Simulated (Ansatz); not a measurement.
# Al2Cu (Khatyrkite) in Ansatz: the effect of strain

Crystal: Al2Cu (Khatyrkite).

```
CELL_PARAMETERS angstrom
-3.09417 3.09417 2.43850
3.09417 -3.09417 2.43850
2.97283 2.97283 -2.43850
ATOMIC_POSITIONS crystal
Cu 0.25000 0.25000 0.00000
Cu 0.75000 0.75000 0.00000
Al 0.34190 0.15810 0.50000
Al 0.84190 0.34190 0.18380
Al 0.65810 0.84190 0.50000
Al 0.15810 0.65810 0.81620
```

Alike in all runs:

| Quantity | Value |
| --- | --- |
| Program | Ansatz 0.2.0 |
| Task | single point |
| Functional | PBEsol |
| Potentials or basis | Ansatz PAW |
| Cutoff | 420 eV (not typed: the program's choice for these potentials) |
| k mesh | 6 × 6 × 6 |
| Occupations | fermi-dirac, width 0.05 eV |
| Spin | no spin polarisation |
| Kind of strain | shear |

Task: One run gave: largest force 0.09 eV/Å. Which strain did it use?
A. -0.02
B. 0
C. 0.04
D. -0.01
E. -0.04

Result: B.

| strain | largest force (eV/Å) |
| --- | --- |
| -0.04 | 0.24 |
| -0.02 | 0.16 |
| -0.01 | 0.12 |
| 0 | 0.09 |
| 0.01 | 0.12 |
| 0.02 | 0.16 |
| 0.04 | 0.24 |

Caveats: the PAW data sets come from PBE, with cores solved anew for the run's functional, which leaves a small shift of forces and pressure.
